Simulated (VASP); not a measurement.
Set up this calculation in VASP 6.6.1, as the native input.

| Quantity | Value |
| --- | --- |
| Task | single point |
| Functional | PBE |
| Potentials or basis | VASP PAW PBE potentials, release 64 (Li_sv) |
| Cutoff | 520 eV |
| k mesh | 2 × 2 × 2 |
| Occupations | fermi-dirac, width 0.15 eV |
| Spin | no spin polarisation |
| Dipole correction | no |
| Further INCAR settings | LREAL = Auto; ALGO = Fast; EDIFF = 1e-06; NBANDS = 40 |

The structure of Li (a cell with a defect) lies in POSCAR:

```
Li
1.0
    6.9800000000      0.0000000000      0.0000000000
    0.0000000000      6.9800000000      0.0000000000
    0.0000000000      0.0000000000      6.9800000000
Li
17
Direct
   -0.0459273086     -0.0175851829      0.0370472923
    0.4997797228     -0.0106519606      0.0071768364
    0.0160763405      0.4706719690     -0.0070421067
   -0.0720555000     -0.0208218486      0.4503922163
    0.2442452179      0.2330263663      0.2570659144
    0.4988575982      0.5227532881      0.0338115309
    0.5015317581     -0.0109473169      0.4960550684
    0.7332930199      0.2631476721      0.2454524528
    0.0114825606      0.4726034933      0.5099316883
    0.2288465537      0.7530171433      0.2582069371
    0.3604643246      0.3256671013      0.7559925299
    0.5067669125      0.5208419600      0.4733404814
    0.7619116800      0.7093105961      0.2432057406
    0.7472437332      0.2533649294      0.7529081576
    0.2560072617      0.7267704628      0.7531827650
    0.7516455835      0.7324817877      0.7529876634
    0.1253530413      0.0817742397      0.7290044317
```

The cell was built by a generator and needn't be a form met in nature.

One way to write it, as run:

INCAR

```
PREC     = Accurate       # precision mode
ENCUT    = 520            # plane-wave cutoff, eV
EDIFF    = 1E-6           # SCF threshold, eV
ISMEAR   = -1             # smearing method
SIGMA    = 0.15           # smearing width, eV
LREAL    = Auto         
LASPH    = T              # aspherical terms in the spheres
NELM     = 100            # most SCF steps
ALGO     = Fast           # electronic algorithm
ISIF     = 2              # what is computed and relaxed
LWAVE    = F              # write WAVECAR
LCHARG   = T              # write CHGCAR
GGA      = PE             # functional
LELF     = T              # ELF
LVHAR    = T            
NBANDS   = 40             # bands
```

KPOINTS

```
Automatic mesh
0
Gamma
  2 2 2
```

Potentials or basis: VASP PAW PBE potentials, release 64 (Li_sv).

Launch:

```console
$ cat potpaw_PBE.64/Li_sv/POTCAR > POTCAR
$ mpirun -np 1 vasp_std > vasp.out
```

It gave:

The largest force is 0.052 eV/Å and the band gap on the k mesh is none (metal or under the smearing width).

Caveat: the k mesh is coarse (spacing up to 0.45 Å⁻¹), so the values aren't converged.

Run time: 3.3 min on 1 thread of AMD EPYC 7R13 Processor (Zen 3), on a shared host, peak memory 0.38 GiB.
